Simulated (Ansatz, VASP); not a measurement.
# One calculation of N, two programs

```
CELL_PARAMETERS angstrom
9.00000 0.00000 0.00000
0.00000 9.20000 0.00000
0.00000 0.00000 10.10000
ATOMIC_POSITIONS crystal
N 0.50000 0.50000 0.44588
N 0.50000 0.50000 0.55412
```

Alike in both runs: task single point; functional LDA; k mesh 1 × 1 × 1; occupations fermi-dirac, width 0.01 eV; no spin polarisation.

|  | VASP | Ansatz |
| --- | --- | --- |
| version | VASP 6.6.1 | Ansatz 0.2.0 |
| potentials or method | VASP PAW LDA potentials, release 64 (N) | PAW with Ansatz's default frozen-core files, scalar-relativistic |
| plane-wave cutoff (eV) | 520 | 420 |
| valence electrons in the cell | 10 | 10 |

Ansatz gave:

* gap on the k mesh at the Fermi level (eV): 8.25
* rms of the force components (eV/Å): 0.000

Question: What did VASP give for the same quantities?

Answer: gap on the k mesh at the Fermi level (eV): 8.21; rms of the force components (eV/Å): 0.891.

Atom by atom the forces differ by 0.891 eV/Å (rms over components). One of these differences is far larger than is usual between the two programs; its cause wasn't traced.

Caveats: the standard files for N, O and F lose accuracy on very short bonds. As with any semilocal functional, this LDA gap is likely too small.
